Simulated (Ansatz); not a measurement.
Bi2Se3 (Paraguanajuatite):

```
Bi Se
1.0
     2.07150    1.19598    9.54533
    -2.07150    1.19598    9.54533
     0.00000   -2.39196    9.54533
Bi Se
2 3
Direct
  0.59920 0.59920 0.59920
  0.40080 0.40080 0.40080
  0.78830 0.78830 0.78830
  0.21170 0.21170 0.21170
  0.00000 0.00000 0.00000
```

| Quantity | Value |
| --- | --- |
| Program | Ansatz 0.2.0 |
| Task | relaxation of cell and atoms |
| Functional | rPW86-PBE |
| Dispersion | rVV10 |
| Potentials or basis | Ansatz PAW |
| Cutoff | 420 eV (not typed: the program's choice for these potentials) |
| k mesh | 8 × 8 × 8 |
| Occupations | fermi-dirac, width 0.05 eV |
| Spin | no spin polarisation |

At the start: volume 28.38 Å³/atom.

**Question.** Where does the relaxation end?

**Answer.** It ends after 6 steps and the volume is 29.94 Å³/atom (+5.5 %); space group R-3m (No. 166, to 0.05 Å).

Step by step:
| step | energy change (eV) | largest force (eV/Å) | volume (Å³) |
| --- | --- | --- | --- |
| 1 | 0.0000 | 0.4735 | 141.89 |
| 2 | -0.0002 | 0.5152 | 157.04 |
| 3 | -0.0949 | 0.0277 | 150.63 |
| 4 | -0.0964 | 0.0056 | 149.48 |
| 5 | -0.0964 | 0.0030 | 149.72 |
| 6 | -0.0986 | 0.0034 | 149.72 |

Final structure:
```
Bi Se
1.0
     2.11668    1.22207    9.64677
    -2.11668    1.22207    9.64677
     0.00000   -2.44413    9.64677
Bi Se
2 3
Direct
  0.59894 0.59894 0.59894
  0.40106 0.40106 0.40106
  0.78908 0.78908 0.78908
  0.21092 0.21092 0.21092
  0.00000 0.00000 0.00000
```

Caveat: the plane-wave basis is chosen anew once the cell has moved, so the energies of steps on either side of that aren't comparable; the PAW data sets come from PBE, with cores solved anew for the run's functional, which leaves a small shift of forces and pressure.
